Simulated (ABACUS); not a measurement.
Wanted: an ASE script for an ABACUS 3.10.1 run.

| Quantity | Value |
| --- | --- |
| Task | single point |
| Functional | TPSS |
| Potentials or basis | SG15 ONCV 1.2 PBE |
| Cutoff | 1320 eV |
| Density cutoff | 5279 eV |
| Basis | plane waves |
| k mesh | 6 × 6 × 6 |
| Occupations | fermi-dirac, width 0.05 eV |
| Spin | no spin polarisation |
| Radial cutoff of the potentials (pseudo_rcut) | 10 bohr |
| SCF threshold on the density | 1e-08 |
| Max SCF steps | 100 |
| Eigensolver | dav |
| Mixing | broyden |
| Mixing share | 0.7 |
| Symmetry key | 1 |
| Bands | 23 |

The structure of ZnS lies in POSCAR:

```
ZnS
1.0
    0.0000000000      2.7020000000      2.7020000000
    2.7020000000      0.0000000000      2.7020000000
    2.7020000000      2.7020000000      0.0000000000
Zn S
1 1
Direct
    0.7500000000      0.7500000000      0.7500000000
    0.0000000000      0.0000000000      0.0000000000
```

The input as run:

run_abacus.py

```python
"""ABACUS run from a structure file: ASE reads it, the script writes STRU, KPT and INPUT."""
import re
import subprocess
from ase.io import read
from ase.units import Bohr

atoms = read("POSCAR")
atoms = atoms[(-atoms.numbers).argsort(kind="stable")]  # ABACUS lists atoms element by element
pseudo = {'Zn': 'Zn_ONCV_PBE-1.2.upf', 'S': 'S_ONCV_PBE-1.2.upf'}
orbital = {}
magmoms = None
kmesh = [6, 6, 6]
params = {
    'suffix': 'ZnS',
    'calculation': 'scf',
    'basis_type': 'pw',
    'pseudo_dir': './',
    'symmetry': 1,
    'dft_functional': 'MGGA_X_TPSS+MGGA_C_TPSS',
    'ecutwfc': 97,
    'pseudo_rcut': 10,
    'nspin': 1,
    'nbands': 23,
    'ks_solver': 'dav',
    'smearing_method': 'fd',
    'smearing_sigma': 0.00367493,
    'scf_thr': 1e-08,
    'scf_nmax': 100,
    'mixing_type': 'broyden',
    'mixing_beta': 0.7,
    'cal_force': 1,
    'cal_stress': 1,
    'mixing_tau': 1,
    'out_chg': 1,
    'kpar': 4,
}

symbols = atoms.get_chemical_symbols()
elements = list(dict.fromkeys(symbols))
lines = ["ATOMIC_SPECIES"] + [f"{e} {atoms.get_masses()[symbols.index(e)]:.4f} {pseudo[e]}" for e in elements]
if orbital:
    lines += ["", "NUMERICAL_ORBITAL"] + [orbital[e] for e in elements]
lines += ["", "LATTICE_CONSTANT", f"{1 / Bohr:.10f}", "", "LATTICE_VECTORS"]
lines += [" ".join(f"{x:.10f}" for x in v) for v in atoms.cell]
lines += ["", "ATOMIC_POSITIONS", "Direct"]
for e in elements:
    lines += ["", e, "0.0", str(symbols.count(e))]
    for i, p in enumerate(atoms.get_scaled_positions(wrap=False)):
        if symbols[i] == e:
            mag = "" if magmoms is None else " mag " + " ".join(str(x) for x in (magmoms[i] if isinstance(magmoms[i], list) else [magmoms[i]]))
            lines.append(" ".join(f"{x:.10f}" for x in p) + " 1 1 1" + mag)
open("STRU", "w").write("\n".join(lines) + "\n")
open("KPT", "w").write("K_POINTS\n0\nGamma\n%d %d %d 0 0 0\n" % tuple(kmesh))
open("INPUT", "w").write("INPUT_PARAMETERS\n" + "".join(f"{k:<20s}{v}\n" for k, v in params.items()))

done = subprocess.run(['mpirun', '-np', '4', 'abacus'])
if done.returncode:
    raise SystemExit(done.returncode)
log = open("OUT.ZnS/running_scf.log").read()
print("final energy (eV):", re.findall(r"FINAL_ETOT_IS (\S+)", log))
```

Potentials or basis: SG15 ONCV 1.2 PBE, plane waves.

The run is started by

```sh
$ OMP_NUM_THREADS=1 python run_abacus.py > log
```

Results of the run:

```yaml
Pressure: 2.4 GPa
Band_gap_on_the_k_mesh: 2.31 eV, direct
```

Caveat: the potentials were made for another functional, which shifts forces and pressure.

It took 35 s on 4 MPI ranks on Intel(R) Xeon(R) Platinum 8488C (Sapphire Rapids), with other jobs on the host, peak memory 0.44 GiB a rank.
